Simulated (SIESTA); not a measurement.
## CdS (Hawleyite): single point with PBE

CdS (Hawleyite):

```
Cd S
1.0
     0.00000    2.91650    2.91650
     2.91650    0.00000    2.91650
     2.91650    2.91650    0.00000
Cd S
1 1
Direct
  0.00000 0.00000 0.00000
  0.75000 0.75000 0.75000
```

```yaml
Program: SIESTA 5.4.2
Task: single point
Functional: PBE
Potentials_or_basis: PseudoDojo 0.4 standard (PBE files)
Basis: DZP (energy shift 0.003 Ry; two zetas on semicore shells)
Grid_cutoff: 800 Ry
Energy_shift: 0.003 Ry
k_mesh: 8 × 8 × 8
Occupations: fermi-dirac, width 0.05 eV
Spin: no spin polarisation
```

| Quantity | Value |
| --- | --- |
| Pressure | 3.2 GPa |
| Band gap on the k mesh | 1.36 eV, direct |

Levels at points of the mesh, in eV from the valence-band top:
```
           k point  band 10  band 11  band 12  band 13  band 14  band 15  band 16  band 17
(0.00, 0.00, 0.00)    -7.35     0.00     0.00     0.00     1.36     6.57     6.57     6.57
(0.50, 0.00, 0.00)    -6.97    -4.42    -0.76    -0.76     3.19     7.15     7.15     7.71
(0.00, 0.50, 0.00)    -6.97    -4.42    -0.76    -0.76     3.19     7.15     7.15     7.71
(0.50, 0.50, 0.00)    -6.90    -3.99    -1.88    -1.88     3.66     4.64     9.86    11.25
(0.00, 0.00, 0.50)    -6.97    -4.42    -0.76    -0.76     3.19     7.15     7.15     7.71
(0.50, 0.00, 0.50)    -6.90    -3.99    -1.88    -1.88     3.66     4.64     9.86    11.25
(0.00, 0.50, 0.50)    -6.90    -3.99    -1.88    -1.88     3.66     4.64     9.86    11.25
(0.50, 0.50, 0.50)    -6.97    -4.42    -0.76    -0.76     3.19     7.15     7.15     7.71
```

Wall time 24 s on 1 thread of Arm Neoverse V1 (shared host), peak memory 0.24 GiB.

Caveat: the basis of atomic orbitals isn't converged, which shifts pressures, moduli and gaps.
